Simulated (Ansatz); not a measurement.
**Ga2O3 (C2/m), clamped-ion strain scan**

All numbers below come from DFT r2SCAN, scalar-relativistic, plane waves, PAW (Ansatz). Cutoff 500 eV, Γ-centred 8×8×4 k-points, Gaussian smearing of 0.05 eV. No spin polarisation. Energies are free energies at this smearing, counted from the undisturbed cell; pressure is positive in compression.

The undisturbed cell (relaxed at this level):

```
CELL_PARAMETERS angstrom
6.12784 -1.51953 0.00253
6.12784 1.51953 0.00253
-1.38839 0.00000 5.63998
ATOMIC_POSITIONS crystal
Ga 0.09052 0.09052 0.79479
Ga 0.90948 0.90948 0.20521
Ga 0.65873 0.65873 0.31448
Ga 0.34127 0.34127 0.68552
O 0.16421 0.16421 0.10916
O 0.83579 0.83579 0.89084
O 0.17334 0.17334 0.56352
O 0.82666 0.82666 0.43648
O 0.49629 0.49629 0.25624
O 0.50371 0.50371 0.74376
```

The cell is strained by ε times the Voigt pattern (1, 1, 0, 0, 0, 0) (xx, yy, zz, yz, xz, xy; engineering shear) with fractional coordinates fixed.

```
      ε  ΔE (meV/atom)
-0.0400           63.8
-0.0300           34.9
-0.0200           15.1
-0.0100            3.7
 0.0000            0.0
 0.0100            3.5
 0.0200           13.5
 0.0300           29.5
 0.0350           39.6
 0.0400           51.0
```

Question: Predict the gap on the mesh (eV) at each point.

Answer:
```tsv
ε	gap on the mesh (eV)
-0.0400	3.76
-0.0300	3.58
-0.0200	3.40
-0.0100	3.21
0.0000	3.03
0.0100	2.82
0.0200	2.58
0.0300	2.34
0.0350	2.22
0.0400	2.10
```